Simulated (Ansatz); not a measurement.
SiC (Moissanite) under changes of volume

One of the cells (10.341 Å³/atom); the others are scaled copies at fixed shape and fractional positions:

```
CELL_PARAMETERS angstrom
3.07600 0.00000 0.00000
-1.53800 2.66389 0.00000
0.00000 0.00000 5.04800
ATOMIC_POSITIONS crystal
Si 0.66667 0.33333 0.50000
Si 0.33333 0.66667 0.00000
C 0.66667 0.33333 0.88500
C 0.33333 0.66667 0.38500
```

```yaml
Program: Ansatz 0.2.0
Functional: BLYP
Dispersion: D4
Potentials_or_basis: Ansatz PAW
Cutoff: "420 eV (not typed: the program's choice for these potentials)"
k_mesh: 10 × 10 × 5
Occupations: fermi-dirac, width 0.05 eV
Spin: no spin polarisation
```

| volume (Å³/atom) | energy over the lowest point (meV/atom) | pressure (GPa) | gap on the mesh (eV) | largest force (eV/Å) |
| --- | --- | --- | --- | --- |
| 9.721 | 25.39 | 14.3 | 2.74 | 0.849 |
| 9.927 | 10.47 | 8.9 | 2.77 | 0.810 |
| 10.134 | ? | ? | ? | ? |
| 10.341 | 0.00 | -0.4 | 2.82 | 0.737 |
| 10.548 | 3.20 | -4.4 | 2.81 | 0.703 |
| 10.755 | 11.27 | -8.0 | 2.77 | 0.670 |
| 10.961 | 23.74 | -11.2 | 2.73 | 0.638 |

Q: What does the run at 10.134 Å³/atom give?

A: Energy over the lowest point 2.24 meV/atom; pressure 4.0 GPa; gap on the mesh 2.80 eV; largest force 0.773 eV/Å.

Worked out: A Birch-Murnaghan fit of order 3 (a polynomial in V^(-2/3)) to the other rows has its minimum at 10.32 Å³/atom with B0 = V·E''(V) = 212 GPa and B' = 4.3 at fixed shape and positions, which overstates the stiffness. It gives 2.21 meV/atom at 10.134 Å³/atom, against the run's 2.24, and -dE/dV = 4.0 GPa, against 4.0. A parabola through the other rows of the gap, of slope 0.827 eV per unit of ln V there, gives 2.81 eV, against the run's 2.80.

Energies are extrapolated to zero smearing.

Caveats: odd divisions of the mesh miss points on the zone boundary, where band edges often lie, so the gap on the mesh can be too wide; the PAW data sets come from PBE, with cores solved anew for the run's functional, which leaves a small shift of forces and pressure.

A mesh can miss the band edges.
